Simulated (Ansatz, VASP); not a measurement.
One calculation of ZrB2, two programs

File POSCAR:

```
ZrB2
1.0
    3.1700000000      0.0000000000      0.0000000000
   -1.5850000000      2.7453000000      0.0000000000
    0.0000000000      0.0000000000      3.5330000000
Zr B
1 2
Direct
    0.0000000000      0.0000000000      0.0000000000
    0.3333333333      0.6666666667      0.5000000000
    0.6666666667      0.3333333333      0.5000000000
```

The input INCAR.step1:

```
PREC = Accurate
ENCUT = 600
ISMEAR = 1
SIGMA = 0.15
LREAL = False
LASPH = True
NELM = 80
GGA = PE
ALGO = Normal
EDIFF = 1E-4
LWAVE = True
LCHARG = False
```

Contents of INCAR.step2:

```
PREC = Accurate
ENCUT = 600
EDIFF = 1E-7
ISMEAR = 1
SIGMA = 0.15
LREAL = False
LASPH = True
NELM = 80
ALGO = Normal
ISIF = 3
LWAVE = False
LCHARG = False
METAGGA = R2SCAN
LMIXTAU = True
LUSE_VDW = True
IVDW_NL = 2
BPARAM = 11.95
CPARAM = 0.0093
IBRION = 2
NSW = 80
EDIFFG = -0.05
ISTART = 1
```

KPOINTS

```
Automatic mesh
0
Gamma
  12 12 9
```

Input for Ansatz:

```yaml
crystal:
  lattice:
    - [3.17, 0.0, 0.0]
    - [-1.585, 2.7453, 0.0]
    - [0.0, 0.0, 3.533]
  atoms:
    - { symbol: Zr, position: [0.0, 0.0, 0.0] }
    - { symbol: B, position: [0.3333333333333333, 0.6666666666666666, 0.5] }
    - { symbol: B, position: [0.6666666666666666, 0.3333333333333333, 0.5] }
kpoints:
  mp_grid:
    grid: [12, 12, 9]
hamiltonian:
  xc: r2scan
  dispersion: rvv10
scf:
  occupations:
    method: cold
    width: 0.15
relax:
  f_tol: 0.05
  cell: {}
```

Alike in both runs: task relaxation of cell and atoms; functional r2SCAN; dispersion rVV10; k mesh 12 × 12 × 9; no spin polarisation.

|  | VASP | Ansatz |
| --- | --- | --- |
| version | VASP 6.6.1 | Ansatz 0.2.0 |
| potentials or method | VASP PAW PBE potentials, release 64 (Zr_sv, B) | plane waves, PAW |
| plane-wave cutoff (eV) | 600 | 500 |
| occupations | methfessel-paxton of order 1, width 0.15 eV | cold, width 0.15 eV |
| valence electrons in the cell | 18 | 18 |

```tsv
	VASP	Ansatz	Ansatz less VASP
relaxed volume (Å³/atom)	10.25	10.24	-0.008
relaxed cell length with the largest relative difference (Å)	3.548	3.545	-0.0029
```

Caveats: the PAW data sets were made with another functional, which shifts forces and pressure a little (VASP).
